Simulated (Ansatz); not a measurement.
The system is ZrS.

```
CELL_PARAMETERS angstrom
0.00000 2.62500 2.62500
2.62500 0.00000 2.62500
2.62500 2.62500 0.00000
ATOMIC_POSITIONS crystal
Zr 0.00000 0.00000 0.00000
S 0.50000 0.50000 0.50000
```

Base run:

- Program: Ansatz 0.2.0
- Functional: PBEsol
- Potentials or basis: Ansatz PAW
- Cutoff: 420 eV
- Density cutoff: 1680 eV
- k mesh: 9 × 9 × 9
- Occupations: fermi-dirac, width 0.05 eV
- Spin: no spin polarisation

Its results: band gap on the k mesh none (metal or under the smearing width); pressure -6.5 GPa.

Q: The run is repeated on the same cell with these changes: hubbard terms from none to Zr d U = 8 eV; hubbard projectors from none to ortho-atomic (the default). What comes out?

A: Band gap on the k mesh none (metal or under the smearing width); pressure 3.7 GPa.

Caveats: the PAW data sets come from PBE, with cores solved anew for the run's functional, which leaves a small shift of forces and pressure; U without spin polarisation on a metal has little footing (some runs).

Not every run made on this cell is shown here.
